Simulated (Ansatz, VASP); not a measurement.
## Cross-check of As2Ru (Anduoite) between VASP and Ansatz

Aim: how closely do two programs agree when they are given the same cell, functional and k mesh? The cell is taken from a series of runs on this material, whose earlier steps may have relaxed, scaled, displaced or heated it; both programs get it as it stands.

Method: plane waves, with VASP 6.6.1 beside it; relaxation of cell and atoms at r2SCAN with rVV10, in Ansatz 0.2.0.

### Step 1. The structure

It takes space group Pnnm (No. 58, orthorhombic). Conventional cell: a = 5.428 Å, b = 6.183 Å, c = 2.969 Å, α = 90.00°, β = 90.00°, γ = 90.00°. Nearest to As lie 3 Ru at 2.45 to 2.47 Å and 1 As at 2.48 Å. Nearest to Ru lie 6 As at 2.45 to 2.47 Å. Farther neighbours are not listed.

As a file:

```
As Ru
1.0
     5.42790    0.00000    0.00000
     0.00000    6.18340    0.00000
     0.00000    0.00000    2.96850
As Ru
4 2
Direct
  0.17000 0.36660 0.00000
  0.83000 0.63340 0.00000
  0.67000 0.13340 0.50000
  0.33000 0.86660 0.50000
  0.00000 0.00000 0.00000
  0.50000 0.50000 0.50000
```

### Step 2. VASP: relaxation of cell and atoms, r2SCAN with rVV10

The relaxed volume is the usual yardstick between codes: in a stiff, nearly cubic crystal its relative difference is about their pressure difference at one cell divided by the bulk modulus.

Lines of VASP's logs that name or quote its potential files are left out, and so is its time.

Input file INCAR:

```
SYSTEM = As2Ru
PREC = Accurate
ENCUT = 550
EDIFF = 1E-07
NELM = 120
ISMEAR = 0
SIGMA = 0.02
LREAL = .FALSE.
ALGO = Normal
METAGGA = R2SCAN
LUSE_VDW = .TRUE.
IVDW_NL = 2
BPARAM = 11.95
CPARAM = 0.0093
LASPH = .TRUE.
NBANDS = 30
LORBIT = 11
LWAVE = .FALSE.
LCHARG = .FALSE.
ISIF = 3
IBRION = 2
NSW = 80
EDIFFG = -0.005
GGA_COMPAT = .FALSE.
NELMIN = 4
EFERMI = MIDGAP
LMIXTAU = .TRUE.
KPAR = 2
```

Input file POSCAR:

```
As2Ru
1.0
    5.4279000000      0.0000000000      0.0000000000
    0.0000000000      6.1834000000      0.0000000000
    0.0000000000      0.0000000000      2.9685000000
As Ru
4 2
Direct
    0.1700000000      0.3665999288      0.0000000000
    0.8300000000      0.6334000712      0.0000000000
    0.6700000000      0.1334000712      0.5000000000
    0.3300000000      0.8665999288      0.5000000000
    0.0000000000      0.0000000000      0.0000000000
    0.5000000000      0.5000000000      0.5000000000
```

Input file KPOINTS:

```
Automatic mesh
0
Gamma
6 6 10
0 0 0
```

PAW data sets: As and Ru_pv (PBE family, release 64).

Launch:

```bash
mpirun -np 2 vasp_std
```

Numbers of over 12 decimals in the logs are rounded to 6 here.

Log:

```text
[banner, memory and clock lines left out]
running    2 mpi-ranks, on    1 nodes
 distrk:  each k-point on    1 cores,    2 groups
 distr:  one band on    1 cores,    1 groups

 POSCAR found type information on POSCAR AsRu
 POSCAR found :  2 types and       6 ions
|                                                                             |
|               ----> ADVICE to this user running VASP <----                  |
|                                                                             |
|     You have switched on vdW-DFT.                                           |
|     This routine was written and supplied by Jiri Klimes. We recommend      |
|     that you carefully read and cite the following publications:            |
|       J. Klimes, D.R. Bowler, A. Michelides                                 |
|          J. Phys.: Cond Matt. 22 022201 (2010)                              |
|       J. Klimes, D.R. Bowler, A. Michelides                                 |
|          Phys. Rev. B. 83, 195131 (2011)                                    |
|     and references therein.                                                 |
|                                                                             |

|                                                                             |
|               ----> ADVICE to this user running VASP <----                  |
|                                                                             |
|     You enforced a specific xc type in the INCAR file but a different       |
|     [... a line on the potential file left out ...]
|     I HOPE YOU KNOW WHAT YOU ARE DOING!                                     |
|                                                                             |

 LDA part: xc-table for (None), standard interpolation
 POSCAR, INCAR and KPOINTS ok, starting setup
 FFT: planning ... GRIDC
 FFT: planning ... GRID_SOFT
 FFT: planning ... GRID
 WAVECAR not read
 entering main loop
       N       E                     dE             d eps       ncg     rms          rms(c)
Total rVV10 correction in eV:      0.8655228    57.0017489
Total rVV10 correction in eV:      0.8655228    57.0017489
DAV:   1     0.328285805748E+03    0.32829E+03   -0.26891E+04  6352   0.163E+03
DAV:   2    -0.101544678239E+03   -0.42983E+03   -0.41399E+03  6398   0.402E+02
DAV:   3    -0.123846503534E+03   -0.22302E+02   -0.21481E+02  7152   0.808E+01
DAV:   4    -0.124342595119E+03   -0.49609E+00   -0.49341E+00  6716   0.112E+01
DAV:   5    -0.124356967407E+03   -0.14372E-01   -0.14368E-01  7984   0.182E+00    0.225E+01
Total rVV10 correction in eV:      0.8413878    57.0017488
Total rVV10 correction in eV:      0.8413878    57.0017488
DAV:   6    -0.115883169565E+03    0.84738E+01   -0.13310E+01  6286   0.332E+01    0.571E+00
Total rVV10 correction in eV:      0.8492829    57.0017488
Total rVV10 correction in eV:      0.8492829    57.0017488
DAV:   7    -0.111005771753E+03    0.48774E+01   -0.30106E+00  6236   0.159E+01    0.484E+00
Total rVV10 correction in eV:      0.8474627    57.0017488
Total rVV10 correction in eV:      0.8474627    57.0017488
DAV:   8    -0.111183975755E+03   -0.17820E+00   -0.79651E-01  6278   0.534E+00    0.167E+00
Total rVV10 correction in eV:      0.8543642    57.0017488
Total rVV10 correction in eV:      0.8543642    57.0017488
DAV:   9    -0.111484542073E+03   -0.30057E+00   -0.51038E-01  6102   0.392E+00    0.363E-01
Total rVV10 correction in eV:      0.8542308    57.0017488
Total rVV10 correction in eV:      0.8542308    57.0017488
DAV:  10    -0.111540112417E+03   -0.55570E-01   -0.92832E-02  6300   0.166E+00    0.212E-01
Total rVV10 correction in eV:      0.8543145    57.0017488
Total rVV10 correction in eV:      0.8543145    57.0017488
DAV:  11    -0.111541845938E+03   -0.17335E-02   -0.19073E-02  6354   0.829E-01    0.147E-01
Total rVV10 correction in eV:      0.8536979    57.0017488
Total rVV10 correction in eV:      0.8536979    57.0017488
DAV:  12    -0.111545344832E+03   -0.34989E-02   -0.33961E-03  6492   0.410E-01    0.389E-02
Total rVV10 correction in eV:      0.8535594    57.0017488
Total rVV10 correction in eV:      0.8535594    57.0017488
DAV:  13    -0.111548083906E+03   -0.27391E-02   -0.21302E-03  6198   0.291E-01    0.253E-02
Total rVV10 correction in eV:      0.8536199    57.0017488
Total rVV10 correction in eV:      0.8536199    57.0017488
DAV:  14    -0.111547974320E+03    0.10959E-03   -0.29366E-04  6598   0.132E-01    0.203E-02
Total rVV10 correction in eV:      0.8536741    57.0017488
Total rVV10 correction in eV:      0.8536741    57.0017488
DAV:  15    -0.111548072862E+03   -0.98542E-04   -0.10558E-04  6288   0.891E-02    0.786E-03
[...]
DAV:  10    -0.111553107613E+03   -0.23207E-06   -0.17416E-06  6676   0.931E-03    0.195E-03
Total rVV10 correction in eV:      0.8598778    57.0017486
Total rVV10 correction in eV:      0.8598778    57.0017486
DAV:  11    -0.111553107327E+03    0.28581E-06   -0.11489E-06  6098   0.890E-03    0.108E-03
Total rVV10 correction in eV:      0.8598782    57.0017486
Total rVV10 correction in eV:      0.8598782    57.0017486
DAV:  12    -0.111553107541E+03   -0.21387E-06   -0.52382E-07  5892   0.659E-03    0.307E-04
Total rVV10 correction in eV:      0.8598788    57.0017486
Total rVV10 correction in eV:      0.8598788    57.0017486
DAV:  13    -0.111553107614E+03   -0.72529E-07   -0.39842E-08  3096   0.196E-03
Total rVV10 correction in eV:      0.8598787    57.0017486
Total rVV10 correction in eV:      0.8598787    57.0017486
Total rVV10 correction in eV:      0.8598788    57.0017486
Total rVV10 correction in eV:      0.8598788    57.0017486
   3 F= -.11155311E+03 E0= -.11155311E+03  d E =-.496616E-02
[...]
4 F= -.11155420E+03 E0= -.11155420E+03  d E =-.109656E-02
[...]
5 F= -.11155420E+03 E0= -.11155420E+03  d E =-.109651E-02
[...]
6 F= -.11155424E+03 E0= -.11155424E+03  d E =-.345947E-04
 trial-energy change:   -0.000035  1 .order   -0.000037   -0.000151    0.000077
 step:   0.5743(harm=  0.5854)  dis= 0.00060  next Energy=  -111.554252 (dE=-0.483E-04)
 bond charge predicted
       N       E                     dE             d eps       ncg     rms          rms(c)
Total rVV10 correction in eV:      0.8602589    57.0017489
Total rVV10 correction in eV:      0.8602589    57.0017489
DAV:   1    -0.111554299799E+03   -0.61107E-04   -0.17438E-03  5814   0.293E-01    0.515E-02
Total rVV10 correction in eV:      0.8601257    57.0017489
Total rVV10 correction in eV:      0.8601257    57.0017489
DAV:   2    -0.111554266499E+03    0.33300E-04   -0.27978E-04  6532   0.140E-01    0.279E-02
Total rVV10 correction in eV:      0.8601507    57.0017489
Total rVV10 correction in eV:      0.8601507    57.0017489
DAV:   3    -0.111554253356E+03    0.13143E-04   -0.38737E-05  6478   0.515E-02    0.108E-02
Total rVV10 correction in eV:      0.8601212    57.0017489
Total rVV10 correction in eV:      0.8601212    57.0017489
DAV:   4    -0.111554251305E+03    0.20511E-05   -0.13093E-05  6932   0.212E-02    0.331E-03
Total rVV10 correction in eV:      0.8601243    57.0017489
Total rVV10 correction in eV:      0.8601243    57.0017489
DAV:   5    -0.111554251898E+03   -0.59302E-06   -0.18692E-06  6370   0.932E-03    0.254E-03
Total rVV10 correction in eV:      0.8601250    57.0017489
Total rVV10 correction in eV:      0.8601250    57.0017489
DAV:   6    -0.111554251959E+03   -0.60695E-07   -0.84343E-07  6054   0.590E-03
Total rVV10 correction in eV:      0.8601248    57.0017489
Total rVV10 correction in eV:      0.8601248    57.0017489
Total rVV10 correction in eV:      0.8601263    57.0017489
Total rVV10 correction in eV:      0.8601263    57.0017489
   7 F= -.11155425E+03 E0= -.11155425E+03  d E =-.478327E-04
 curvature:  -0.32 expect dE=-0.241E-05 dE for cont linesearch -0.351E-08
 trial: gam= 0.04024 g(F)=  0.375E-05 g(S)=  0.373E-05 ort = 0.143E-05 (trialstep = 0.824E+00)
 search vector abs. value=  0.790E-05
 reached required accuracy - stopping structural energy minimisation
```

From OUTCAR (step 2):

```text
ion  position               nearest neighbor table
   1  0.170  0.367  0.000-   5 2.45   6 2.47   6 2.47   2 2.48
   2  0.830  0.633  0.000-   5 2.45   6 2.47   6 2.47   1 2.48
   3  0.670  0.133  0.500-   6 2.45   5 2.47   5 2.47   4 2.48
   4  0.330  0.867  0.500-   6 2.45   5 2.47   5 2.47   3 2.48
   5  0.000  0.000  0.000-   1 2.45   2 2.45   3 2.47   4 2.47   3 2.47   4 2.47
   6  0.500  0.500  0.500-   3 2.45   4 2.45   1 2.47   2 2.47   1 2.47   2 2.47

  LATTYP: Found a simple orthorhombic cell.
 ALAT       =     2.9685000000
 B/A-ratio  =     1.8284992420
 C/A-ratio  =     2.0830048846

 Subroutine GETGRP returns: Found  8 space group operations
 (whereof  4 operations were pure point group operations)

The static configuration has the point symmetry C_2h.
 The point group associated with its full space group is D_2h.

 Found     96 irreducible k-points:

   k-points           NKPTS =     96   k-points in BZ     NKDIM =     96   number of bands    NBANDS=     30

   dimension x,y,z NGX =    42 NGY =   48 NGZ =   24
   dimension x,y,z NGXF=    84 NGYF=   96 NGZF=   48

   ENCUT  =  550.0 eV  40.42 Ry    6.36 a.u.  10.38 11.82  5.68*2*pi/ulx,y,z

   NELECT =      48.0000    total number of electrons

 k-points in reciprocal lattice and weights: Automatic mesh
   0.00000000  0.00000000  0.00000000       0.003
   0.16666667  0.00000000  0.00000000       0.006
   0.33333333  0.00000000  0.00000000       0.006
   0.50000000  0.00000000  0.00000000       0.003
   0.00000000  0.16666667  0.00000000       0.006
   0.16666667  0.16666667  0.00000000       0.011
   0.33333333  0.16666667  0.00000000       0.011
   0.50000000  0.16666667  0.00000000       0.006
   0.00000000  0.33333333  0.00000000       0.006
[...]
0.33333333  0.50000000  0.50000000       0.006
   0.50000000  0.50000000  0.50000000       0.003

 average (electrostatic) potential at core
       1 -51.4477       2 -51.4477       3 -51.4477       4 -51.4477       5 -76.7122
       6 -76.7122

 E-fermi :   7.7071

 k-point     1 :       0.0000    0.0000    0.0000
  band No.  band energies     occupation
    ...
     20       5.6536      2.00000
     21       6.3524      2.00000
     22       6.9378      2.00000
     23       6.9583      2.00000
     24       7.0674      2.00000
     25       9.5654      0.00000
     26      10.3810      0.00000
     27      11.3850      0.00000
     28      11.4852      0.00000
     29      12.0618      0.00000
    ...

 k-point     2 :       0.1667    0.0000    0.0000
  band No.  band energies     occupation
    ...
     20       5.6568      2.00000
     21       6.4926      2.00000
     22       6.8828      2.00000
     23       6.8984      2.00000
     24       7.0355      2.00000
     25       9.8765      0.00000
     26      10.3746      0.00000
     27      11.6053      0.00000
     28      11.6481      0.00000
     29      11.6486      0.00000
    ...

 k-point     3 :       0.3333    0.0000    0.0000
  band No.  band energies     occupation
    ...
     20       5.9620      2.00000
     21       6.6254      2.00000
     22       6.7459      2.00000
     23       6.8593      2.00000
     24       6.9608      2.00000
     25      10.6475      0.00000
     26      10.6849      0.00000
     27      11.2378      0.00000
     28      11.9355      0.00000
     29      12.1807      0.00000
    ...

  Total        0.0032833     -0.0165503     -0.0133651     -0.0000000      0.0000000      0.0000000
  in kB        0.0523070     -0.2636688     -0.2129231     -0.0000000      0.0000000      0.0000000
  external PRESSURE =      -0.1414283 kB  Pullay stress =       0.0000000 kB

  energy-cutoff  :      550.00
  volume of cell :      100.57
      direct lattice vectors                 reciprocal lattice vectors
     5.428133109  0.000000000  0.000000000     0.184225401 -0.000000000  0.000000000
     0.000000000  6.191825092  0.000000000    -0.000000000  0.161503270  0.000000000
     0.000000000  0.000000000  2.992191327     0.000000000  0.000000000  0.334203228

 POSITION                                       TOTAL-FORCE (eV/Angst)
 -----------------------------------------------------------------------------------
      0.92566      2.26883      0.00000         0.004307     -0.000955      0.000000
      4.50247      3.92299      0.00000        -0.004307      0.000955     -0.000000
      3.63973      0.82708      1.49610         0.004307      0.000955      0.000000
      1.78840      5.36474      1.49610        -0.004307     -0.000955     -0.000000
      0.00000      0.00000      0.00000        -0.000000      0.000000      0.000000
      2.71407      3.09591      1.49610        -0.000000      0.000000      0.000000
 -----------------------------------------------------------------------------------
    total drift:                                0.000000     -0.000000     -0.000000

  FREE ENERGIE OF THE ION-ELECTRON SYSTEM (eV)
  ---------------------------------------------------
  free  energy   TOTEN  =      -111.5542519585 eV

  energy  without entropy=     -111.5542519585  energy(sigma->0) =     -111.55425196

 reached required accuracy - stopping structural energy minimisation

 total charge
# of ion       s       p       d       tot
------------------------------------------
    1        1.235   1.484   0.087   2.807
    2        1.235   1.484   0.087   2.807
    3        1.235   1.484   0.087   2.807
    4        1.235   1.484   0.087   2.807
    5        0.335   6.311   6.120  12.765
    6        0.335   6.311   6.120  12.765
--------------------------------------------------
tot          5.611  18.560  12.588  36.759

[... 3 further parts left out ...]
```

CONTCAR:

```
As2Ru
   1.00000000000000
     5.4281331087866569    0.0000000000000000    0.0000000000000000
     0.0000000000000000    6.1918250923430920    0.0000000000000000
     0.0000000000000000    0.0000000000000000    2.9921913268339226
  As              Ru
     4     2
Direct
     0.1705305942995993    0.3664236159477478    0.0000000000000000
     0.8294694057004006    0.6335763840522521    0.0000000000000000
     0.6705305942995994    0.1335763840522522    0.5000000000000000
     0.3294694057004007    0.8664236159477479    0.5000000000000000
     0.0000000000000000    0.0000000000000000    0.0000000000000000
     0.5000000000000000    0.5000000000000000    0.5000000000000000
```

[end of part 1 of 2]

[Lines on the potential files, build, host, timing and source positions are cut from VASP's logs without a mark.]

[Logs are printed without paths, hosts, clocks, repeated set-up lines and the standing remarks that a program may print on its own settings, such as how far it seeks lower states.]

[Hosts, paths, dates, database ids (printed as entryN), source tags and the programs' standing remarks are cut or masked in the printed files.]
